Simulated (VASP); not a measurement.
Nb:

```xyz
1
Lattice="0.0000 -2.1150 -2.1150 2.1150 0.0000 -2.1150 2.1150 -2.1150 0.0000" Properties=species:S:1:pos:R:3 pbc="T T T"
Nb    0.0000    0.0000    0.0000
```

This isn't the form of Nb at room conditions, which is bcc.

| Item | Value |
| --- | --- |
| Program | VASP 6.6.1 |
| Task | relaxation of cell and atoms |
| Functional | PBEsol |
| Potentials or basis | VASP PAW PBE potentials, release 64 (Nb_sv) |
| Cutoff | 600 eV |
| k mesh | 18 × 18 × 18 |
| Occupations | gaussian, width 0.1 eV |
| Spin | no spin polarisation |

At the start: pressure -7.2 GPa; volume 18.92 Å³/atom.

Question: Where does the relaxation end?

Answer: Over 4 steps the energy falls by 18.9 meV/atom and the volume is 18.11 Å³/atom (-4.3 %); space group Fm-3m (No. 225, to 0.05 Å).

Step by step:
```tsv
step	energy change (eV)	largest force (eV/Å)	pressure (GPa)	volume (Å³)
1	0.0000	0.0000	-7.17	18.92
2	0.0490	0.0000	16.42	16.70
3	-0.0189	0.0000	-0.20	18.13
4	-0.0189	0.0000	-0.01	18.11
```

Final structure:
```yaml
crystal:
  lattice:
    - [0.00000, -2.08416, -2.08416]
    - [2.08416, 0.00000, -2.08416]
    - [2.08416, -2.08416, 0.00000]
  atoms:
    - { symbol: Nb, position: [0.00000, 0.00000, 0.00000] }
```

Caveat: the PAW data sets were made with another functional, which shifts forces and pressure a little.
